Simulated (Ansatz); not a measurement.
# InSe (R3m) in Ansatz: settings compared, part 2 of 2

Ansatz 0.2.0. The steps go on from the part before.

## 4. Single point, BLYP, 27.48 Å³/atom (volume scaled by 0.94)

Input file input.yaml:

```yaml
crystal:
  lattice:
    - [1.9591722174, 1.1311286071, 8.2677067576]
    - [-1.9591722174, 1.1311286071, 8.2677067576]
    - [0.0, -2.2622572143, 8.2677067576]
  atoms:
    - { symbol: In, position: [0.8886, 0.8886, 0.8886] }
    - { symbol: In, position: [0.0, 0.0, 0.0] }
    - { symbol: Se, position: [0.1719, 0.1719, 0.1719] }
    - { symbol: Se, position: [0.3835, 0.3835, 0.3835] }
hamiltonian:
  xc: blyp
  pseudopotentials: { kind: paw }
kpoints:
  mp_grid: { grid: [8, 8, 8] }
scf:
  occupations: { method: fermi_dirac, width: 0.05 }
output:
  forces: true
  stress: true
  eigenvalues: true
```

Potentials or basis: Ansatz PAW.

The run is started by

```sh
ansatz run input.yaml --threads 2 --pin off --max-ram 5120MiB --backend cpu --events-out ev --progress --plain --runs-dir out
```

The log of the run:

```text
Warning: RAYON_NUM_THREADS=2 ignored (pool sized by the plan → 2); use --threads N
basis.fft_grid_basis auto: the FFT boxes are laid along the combinations [[1, 0, -1], [0, 1, -1], [0, 0, 1]] of the cell's own vectors, 3.918, 3.918 and 8.572 Å long. The dense box has 27×27×60 points. Along the cell's own vectors, as sized, it would have 60×60×60, 4.94 times as many. Of the 6 symmetry operations that the crystal satisfies within crystal.symmetry.tolerance (time reversal apart; of a slab, those that keep its plane) the dense box along the cell's own vectors carries 6, and the one as laid loses 4 of those. basis.fft_grid_basis: typed keeps the cell's own vectors: state it where this run's energies or levels are differenced outside the engine with another run's, or held beside a run that keeps those vectors.
Engine: ansatz 0.2.0, aarch64-unknown-linux-gnu
Pseudopotentials: kind: paw
Pseudopotential: In, paw, valence charge 13, recommended cutoff 420 eV (normal), In.paw.azcp
Pseudopotential: Se, paw, valence charge 16, recommended cutoff 420 eV (normal), Se.paw.azcp
Functional definition: BLYP
  parameter beta = 0.0042
  parameter a = 0.04918
  parameter b = 0.132
  parameter c = 0.2533
  parameter d = 0.349
  exchange = b88_x(beta = beta)
  correlation = lyp_c(a = a, b = b, c = c, d = d)
Crystal: 4 atoms, lattice volume = 109.931 Å³
Basis set: ecut = 420 eV, 2175 PW (Γ), FFT grids on a1−a3, a2−a3, a3, exchange–correlation on 54×54×120 points (8 copies of the dense FFT grid, shifted against one another)
Bands: 35, of which v1, the nominal top of the filled ones, is band 29 counted from 1 (28 counted from 0)
Symmetry: 6 space group operations
Space group: R3m (ITA 160), of the structure as read, at distance tolerance 4.8e-5 Å
k-points: 65 of 512 (time reversal used)
Non-local potential: In, projectors of the file, l = 0: 2, l = 1: 2, l = 2: 2, l = 3: 2
Non-local potential: Se, projectors of the file, l = 0: 2, l = 1: 2, l = 2: 3, l = 3: 1
PAW form: soft (Blöchl's): semilocal exchange-correlation on the pseudo side does not see the compensation charge
PAW frozen core: In, regenerated for the run's functional, and the local potential with it (the file was generated under x = pbe(κ = 0.804, μ = 0.2195149727645171), c = pbe(β = 0.06672455060314922))
PAW frozen core: Se, regenerated for the run's functional, and the local potential with it (the file was generated under x = pbe(κ = 0.804, μ = 0.2195149727645171), c = pbe(β = 0.06672455060314922))
PAW one-centre angular grid: In, 590 points (default); XC on 64 Gauss nodes
PAW one-centre angular grid: Se, 590 points (default); XC on 64 Gauss nodes
Initial density: superposition of atomic densities (neutral atoms: chi_scale 0, normalization atom), corrected by the library's trained network
Initial wavefunctions: pseudopotential atomic-orbital guess
Functional: x = b88, c = lyp
SCF iter   1: F=—  HF=-22189.711954 eV  |F-HF|=—  |Δ(HF+E_count)|=         —  Δρ=5.14e-3  dr2=2.30e-2  ethr=1.77e-3  ⟨swp⟩=6.7  Hψ=9905  notcnv=0
preconditioner: auto → Resta (q_TF=auto, 2.453 Å⁻¹)  ε∞=3.3  [insulator: Δε(μ)=0.576 eV  Ē_g=14.310 eV  σ=0.050 eV  W_gap=0.99  n_scr=30 (ndim 8)  ℏωp=21.8 eV  f_vac=0.066  D(μ)=0.00/eV (n_scr^D=0)  ε∞_Penn≈3.3]
SCF iter   2: F=—  HF=-22189.707050 eV  |F-HF|=—  |Δ(HF+E_count)|=   4.90e-3  Δρ=2.30e-3  dr2=4.73e-3  ethr=3.96e-5  ⟨swp⟩=2.8  Hψ=4529  notcnv=0  defer=14
SCF iter   3: F=—  HF=-22189.706181 eV  |F-HF|=—  |Δ(HF+E_count)|=   8.68e-4  Δρ=7.36e-4  dr2=9.14e-4  ethr=8.16e-6  ⟨swp⟩=2.0  Hψ=4087  notcnv=0  defer=2
automatic band count: iteration 3 solves 34 bands in place of 35: the levels show a gap, and the empty bands left out lie too high to hold charge; the band table lists the bands solved (type scf.n_extra_bands for more)
SCF iter   4: F=—  HF=-22189.705977 eV  |F-HF|=—  |Δ(HF+E_count)|=   2.04e-4  Δρ=2.10e-4  dr2=5.87e-5  ethr=1.58e-6  ⟨swp⟩=2.0  Hψ=3980  notcnv=0  defer=2
SCF iter   5: F=—  HF=-22189.705993 eV  |F-HF|=—  |Δ(HF+E_count)|=   1.63e-5  Δρ=4.67e-5  dr2=2.53e-6  ethr=1.01e-7  ⟨swp⟩=2.8  Hψ=3853  notcnv=0  defer=2
SCF iter   6: F=—  HF=-22189.705995 eV  |F-HF|=—  |Δ(HF+E_count)|=   1.37e-6  Δρ=1.36e-5  dr2=2.63e-7  ethr=4.36e-9  ⟨swp⟩=2.0  Hψ=3957  notcnv=0  defer=2
SCF iter   7: F=-22189.705995 eV  HF=-22189.705995 eV  |F-HF|=7.32e-9  |Δ(HF+E_count)|=   2.40e-7  Δρ=4.20e-6  dr2=3.65e-8  ethr=1.72e-10  ⟨swp⟩=5.8  Hψ=9316  notcnv=0
SCF 1 converged in 7 iterations: F = -22189.705995 eV  dr2 = 3.65e-8
SCF converged after 7 iterations
Free energy (F): -22189.705995 eV
Harris-Foulkes:  -22189.705995 eV  (|F-HF|=7.32e-9)
Internal energy: -22189.705982 eV  (E = F + TS)
E sigma→0 (E₀):  -22189.705988 eV
Entropy (-TS):   -0.000013 eV (-0.003 meV/atom)
Fermi energy:    8.805000 eV
--- Per-component energies (eV) ---
  E_band       = -850.267736
  E_kinetic    = 730.854956
  E_local      = -7736.931025  (includes V_loc(G=0)·N_el)
  E_nonlocal   = -466.958087
  E_hartree    = 3587.164764
  E_xc         = -634.788631
  E_vxc        = -389.893943  (∫ρ·V_xc dr)
  E_paw        = -12193.201178  (= ΣΔE_a)
  E_vpaw       = -161.670178  (= ΣTr[D̂ρ^β])
  E_aug_tail   = -0.001145  (compensation charges beyond the density's cutoff)
  E_ewald      = -5475.990082
  E_core_change = 0.144447  (= ΣΔE_core)
  E_smearing   = -0.000013  (= −TS)
  E_closure    = -0.000000  (closes the sum)
  Σ components = -22189.705995   (vs F -22189.705995, Δ=0.00e0)
--- Forces (eV/Å), atoms counted from 1 ---
  atom   1  In     0.00000000    -0.00000000     0.71986704
  atom   2  In    -0.00000000     0.00000000    -0.71199890
  atom   3  Se     0.00000000     0.00000000    -0.93012413
  atom   4  Se     0.00000000    -0.00000000     0.92221993
  max |Σ_I F_I| component: 3.61e-5 eV/Å
--- Stress (GPa, compression-positive) ---
       10.930396       0.000000       0.000000
        0.000000      10.930396       0.000000
       -0.000000       0.000000       8.146609
  P = ⅓ Tr σ = 10.0025 GPa (100.025 kbar)
--- Band table (eV; the first three rows and the last of 65) ---
  k-point 0: bands = ["-39.0469", "-39.0469", "-39.0391", "-39.0391", "-39.0152", "-39.0152", "-39.0092", "-39.0092", "-39.0028", "-38.9974", "-6.4899", "-6.2869", "-6.2869", "-6.2008", "-6.2008", "-6.1724", "-6.1724", "-6.0250", "-5.9780", "-5.9780", "-5.4472", "-4.9606", "1.9088", "5.0025", "6.8693", "7.1477", "7.1477", "7.2483", "7.2483", "10.3350", "10.8031", "12.9657", "12.9657", "13.8513"]
  k-point 1: bands = ["-39.0468", "-39.0468", "-39.0391", "-39.0391", "-39.0152", "-39.0152", "-39.0092", "-39.0092", "-39.0027", "-38.9974", "-6.5027", "-6.3593", "-6.3003", "-6.2825", "-6.1871", "-6.1776", "-6.1640", "-6.0297", "-5.9796", "-5.9250", "-5.2341", "-4.7946", "2.0336", "4.7082", "6.0956", "6.7238", "6.9329", "7.0685", "7.3041", "10.6954", "11.4777", "12.3237", "13.1343", "13.4580"]
  k-point 2: bands = ["-39.0468", "-39.0467", "-39.0391", "-39.0389", "-39.0152", "-39.0152", "-39.0093", "-39.0092", "-39.0027", "-38.9973", "-6.5849", "-6.4514", "-6.4078", "-6.2771", "-6.1905", "-6.1544", "-6.1381", "-6.0422", "-5.9830", "-5.8595", "-4.7533", "-4.3912", "2.2600", "3.8562", "4.8145", "6.3513", "6.5081", "6.6549", "7.4124", "10.6073", "10.8281", "12.6596", "12.9590", "13.3799"]
  k-point 64: bands = ["-39.0469", "-39.0469", "-39.0391", "-39.0391", "-39.0152", "-39.0152", "-39.0092", "-39.0092", "-39.0028", "-38.9974", "-6.4885", "-6.2872", "-6.2872", "-6.2006", "-6.2006", "-6.1725", "-6.1725", "-6.0489", "-5.9779", "-5.9779", "-5.2359", "-5.1704", "2.3230", "3.9479", "7.0705", "7.0705", "7.3332", "7.3332", "8.5178", "9.0730", "10.8160", "12.8745", "12.8745", "14.2542"]
```

Run time: 9.1 s. Hardware: 2 threads of Arm Neoverse V2, shared host; peak memory 0.46 GiB.

What came out:

- Free energy: -22189.7060 eV
- Pressure: 10.0 GPa
- Largest force: 0.930 eV/Å
- Band gap on the k mesh: 0.56 eV, direct

Caveat: spin-orbit coupling is left out, which moves the levels of the heavy elements; the PAW data sets come from PBE, with cores solved anew for the run's functional, which leaves a small shift of forces and pressure.

## 5. Single point, BLYP, 28.07 Å³/atom (volume scaled by 0.96)

input.yaml, as its differences from that of step 4:

```diff
@@ -2,5 +2,5 @@
   lattice:
-    - [1.9591722174, 1.1311286071, 8.2677067576]
-    - [-1.9591722174, 1.1311286071, 8.2677067576]
-    - [0.0, -2.2622572143, 8.2677067576]
+    - [1.9729696595, 1.139094564, 8.3259319629]
+    - [-1.9729696595, 1.139094564, 8.3259319629]
+    - [0.0, -2.278189128, 8.3259319629]
   atoms:
@@ -21 +21,5 @@
   eigenvalues: true
+  write_density: true
+  write_potential: true
+  elf: true
+  volumetric_format: npy
```

The run is started by

```sh
ansatz run input.yaml --threads 2 --pin off --max-ram 5120MiB --backend cpu --events-out ev --progress --plain --runs-dir out
```

It took 14 s on 2 threads of Arm Neoverse V2, shared host; peak memory 0.48 GiB.

It converged, with:

```
Free energy            : -22189.8401 eV
Pressure               : 8.4 GPa
Largest force          : 0.742 eV/Å
Band gap on the k mesh : 0.49 eV, direct
```

Caveat: spin-orbit coupling is left out, which moves the levels of the heavy elements; the PAW data sets come from PBE, with cores solved anew for the run's functional, which leaves a small shift of forces and pressure.

## 6. Single point, BLYP, 28.65 Å³/atom (volume scaled by 0.98)

input.yaml, as its differences from that of step 5:

```diff
@@ -2,5 +2,5 @@
   lattice:
-    - [1.9729696595, 1.139094564, 8.3259319629]
-    - [-1.9729696595, 1.139094564, 8.3259319629]
-    - [0.0, -2.278189128, 8.3259319629]
+    - [1.9865767768, 1.1469506368, 8.3833539979]
+    - [-1.9865767768, 1.1469506368, 8.3833539979]
+    - [0.0, -2.2939012737, 8.3833539979]
   atoms:
```

Potentials or basis: Ansatz PAW.

The run is started by

```sh
ansatz run input.yaml --threads 2 --pin off --max-ram 5120MiB --backend cpu --events-out ev --progress --plain --runs-dir out
```

Wall time 14 s (2 threads of Arm Neoverse V2, shared host); peak memory 0.48 GiB.

It converged, with:

- Free energy: -22189.9521 eV
- Pressure: 7.0 GPa
- Largest force: 0.568 eV/Å
- Band gap on the k mesh: 0.43 eV, direct

Caveat: spin-orbit coupling is left out, which moves the levels of the heavy elements; the PAW data sets come from PBE, with cores solved anew for the run's functional, which leaves a small shift of forces and pressure.

## 7. Single point, BLYP, 29.24 Å³/atom

input.yaml, as its differences from that of step 6:

```diff
@@ -2,5 +2,5 @@
   lattice:
-    - [1.9865767768, 1.1469506368, 8.3833539979]
-    - [-1.9865767768, 1.1469506368, 8.3833539979]
-    - [0.0, -2.2939012737, 8.3833539979]
+    - [2.0, 1.1547005384, 8.44]
+    - [-2.0, 1.1547005384, 8.44]
+    - [0.0, -2.3094010768, 8.44]
   atoms:
@@ -21,5 +21 @@
   eigenvalues: true
-  write_density: true
-  write_potential: true
-  elf: true
-  volumetric_format: npy
```

The run is started by

```sh
ansatz run input.yaml --threads 2 --pin off --max-ram 5120MiB --backend cpu --events-out ev --progress --plain --runs-dir out
```

Run time: 9 s. Hardware: 2 threads of Arm Neoverse V2, shared host; peak memory 0.47 GiB.

The run converged. Its results:

```
Free energy            : -22190.0440 eV
Pressure               : 5.7 GPa
Largest force          : 0.436 eV/Å
Band gap on the k mesh : 0.37 eV, direct
```

Caveat: spin-orbit coupling is left out, which moves the levels of the heavy elements; the PAW data sets come from PBE, with cores solved anew for the run's functional, which leaves a small shift of forces and pressure.

## 8. Single point, BLYP, 29.82 Å³/atom (volume scaled by 1.02)

input.yaml, as its differences from that of step 7:

```diff
@@ -2,5 +2,5 @@
   lattice:
-    - [2.0, 1.1547005384, 8.44]
-    - [-2.0, 1.1547005384, 8.44]
-    - [0.0, -2.3094010768, 8.44]
+    - [2.0132454191, 1.1623477847, 8.4958956687]
+    - [-2.0132454191, 1.1623477847, 8.4958956687]
+    - [0.0, -2.3246955694, 8.4958956687]
   atoms:
```

The run is started by

```sh
ansatz run input.yaml --threads 2 --pin off --max-ram 5120MiB --backend cpu --events-out ev --progress --plain --runs-dir out
```

Wall time 9.2 s (2 threads of Arm Neoverse V2, shared host); peak memory 0.47 GiB.

The run converged. Its results:

- Free energy: -22190.1180 eV
- Pressure: 4.5 GPa
- Largest force: 0.352 eV/Å
- Band gap on the k mesh: 0.32 eV, direct

Caveat: spin-orbit coupling is left out, which moves the levels of the heavy elements; the PAW data sets come from PBE, with cores solved anew for the run's functional, which leaves a small shift of forces and pressure.

## 9. Single point, BLYP, 30.41 Å³/atom (volume scaled by 1.04)

input.yaml, as its differences from that of step 8:

```diff
@@ -2,5 +2,5 @@
   lattice:
-    - [2.0132454191, 1.1623477847, 8.4958956687]
-    - [-2.0132454191, 1.1623477847, 8.4958956687]
-    - [0.0, -2.3246955694, 8.4958956687]
+    - [2.0263188076, 1.1698957091, 8.5510653682]
+    - [-2.0263188076, 1.1698957091, 8.5510653682]
+    - [0.0, -2.3397914182, 8.5510653682]
   atoms:
```

Potentials or basis: Ansatz PAW.

The run is started by

```sh
ansatz run input.yaml --threads 2 --pin off --max-ram 5120MiB --backend cpu --events-out ev --progress --plain --runs-dir out
```

Wall time 9.4 s (2 threads of Arm Neoverse V2, shared host); peak memory 0.48 GiB.

The run converged. Its results:

* Free energy: -22190.1759 eV
* Pressure: 3.4 GPa
* Largest force: 0.273 eV/Å
* Band gap on the k mesh: 0.27 eV, direct

Caveat: spin-orbit coupling is left out, which moves the levels of the heavy elements; the PAW data sets come from PBE, with cores solved anew for the run's functional, which leaves a small shift of forces and pressure.

## 10. Single point, BLYP, 30.99 Å³/atom (volume scaled by 1.06)

input.yaml, as its differences from that of step 9:

```diff
@@ -2,5 +2,5 @@
   lattice:
-    - [2.0263188076, 1.1698957091, 8.5510653682]
-    - [-2.0263188076, 1.1698957091, 8.5510653682]
-    - [0.0, -2.3397914182, 8.5510653682]
+    - [2.0392256448, 1.177347475, 8.6055322212]
+    - [-2.0392256448, 1.177347475, 8.6055322212]
+    - [0.0, -2.35469495, 8.6055322212]
   atoms:
```

The run is started by

```sh
ansatz run input.yaml --threads 2 --pin off --max-ram 5120MiB --backend cpu --events-out ev --progress --plain --runs-dir out
```

Wall time 9.7 s (2 threads of Arm Neoverse V2, shared host); peak memory 0.48 GiB.

The run converged. Its results:

```
Free energy            : -22190.2192 eV
Pressure               : 2.5 GPa
Largest force          : 0.198 eV/Å
Band gap on the k mesh : 0.23 eV, direct
```

Caveat: spin-orbit coupling is left out, which moves the levels of the heavy elements; the PAW data sets come from PBE, with cores solved anew for the run's functional, which leaves a small shift of forces and pressure.

## 11. Equation of state, BLYP

This step only gathers the single runs of the series.

What came out:

* Equilibrium volume: 32.91 Å³/atom (rough: see the caveat)
* Bulk modulus at fixed shape and positions: 36 GPa (rough)

Energy against volume, from the lowest point:
| volume (Å³/atom) | energy (meV/atom) |
| --- | --- |
| 27.483 | 128.30 |
| 28.068 | 94.77 |
| 28.652 | 66.78 |
| 29.237 | 43.79 |
| 29.822 | 25.29 |
| 30.406 | 10.83 |
| 30.991 | 0.00 |

Caveat: the potentials were made for another functional, which shifts forces and pressure; the minimum lies outside the volumes run; the cell was scaled at fixed shape and fractional positions, which overstates the stiffness of a crystal with free parameters, most of all of layers and chains.

## 12. Summary

```csv
task,level,points for each segment of the path,gap on the mesh (eV),pressure (GPa),largest force (eV/Å)
band structure,LDA,14,0.22,-1.5,0.24
band structure,RPBE,14,0.58,4.5,0.40
equation of state,BLYP,-,-,-,-
```

Alike in all rows: potentials or basis Ansatz PAW; no spin polarisation; cell as given; k mesh 8 × 8 × 8; cutoff (eV) 420; smearing fermi-dirac 0.05 eV.

Caveats: spin-orbit coupling is left out, which moves the levels of the heavy elements (some runs); the PAW data sets come from PBE, with cores solved anew for the run's functional, which leaves a small shift of forces and pressure (some runs); the potentials were made for another functional, which shifts forces and pressure (some runs); the minimum lies outside the volumes run (some runs); the cell was scaled at fixed shape and fractional positions, which overstates the stiffness of a crystal with free parameters, most of all of layers and chains (some runs).

Absolute energies hang on the potentials; compare differences alone.

## 13. Comparison with measurements

Step 2. A measured gap of InSe is 1.25 eV (300 K; “The Interaction of Hydrogen with the van der Waals Crystal γ-InSe”, 2020, pmc:7321205); the calculated 0.22 eV misses it by -1.03 eV. So large a miss can be the level of theory's own, or it may mean another phase, state or a wrong row. Spin-orbit coupling on In, Se is left out. The value is that of LDA, without temperature or zero-point motion. Semilocal functionals fall short of measured gaps as a rule.

Step 3. Measured gap of InSe: 1.25 eV (300 K; “The Interaction of Hydrogen with the van der Waals Crystal γ-InSe”, 2020, pmc:7321205). This calculation gives 0.58 eV (-0.67 eV). Spin-orbit coupling on In, Se is left out. The value is that of RPBE, without temperature or zero-point motion. Semilocal functionals fall short of measured gaps as a rule.
